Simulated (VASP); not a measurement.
A run of VASP 6.6.1:

Contents of INCAR:

```
SYSTEM = Al2O3
PREC = Accurate
ENCUT = 520
EDIFF = 1E-8
ISMEAR = 0
SIGMA = 0.02
LREAL = .False.
LASPH = .True.
NELM = 60
ALGO = Normal
ISIF = 2
LWAVE = .False.
LCHARG = .False.
GGA = PE
LEPSILON = .True.
```

Contents of KPOINTS:

```
regular mesh
0
Gamma
  5 5 5
  0 0 0
```

POSCAR

```
Al2O3
1.0
    2.3802500000      1.3742379782      4.3318666667
   -2.3802500000      1.3742379782      4.3318666667
    0.0000000000     -2.7484759565      4.3318666667
Al O
4 6
Direct
    0.8521600000      0.8521600000      0.8521600000
    0.6478400000      0.6478400000      0.6478400000
    0.1478400000      0.1478400000      0.1478400000
    0.3521600000      0.3521600000      0.3521600000
    0.0566800000      0.7500000000      0.4433200000
    0.7500000000      0.4433200000      0.0566800000
    0.4433200000      0.0566800000      0.7500000000
    0.9433200000      0.2500000000      0.5566800000
    0.2500000000      0.5566800000      0.9433200000
    0.5566800000      0.9433200000      0.2500000000
```

Potentials or basis: VASP PAW PBE potentials, release 64 (Al, O).

Run with:

```console
$ cat potpaw_PBE.64/Al/POTCAR potpaw_PBE.64/O/POTCAR > POTCAR
$ mpirun -np 1 vasp_std > vasp.out
```

Hardware: 1 thread of Intel(R) Xeon(R) 6975P-C (Granite Rapids), with other jobs on the host.

Estimate the wall time of this run.

Run time: 4.3 min on 1 thread of Intel(R) Xeon(R) 6975P-C (Granite Rapids), on a shared host, peak memory 0.42 GiB. Counts: scf iterations 103, k points 19.
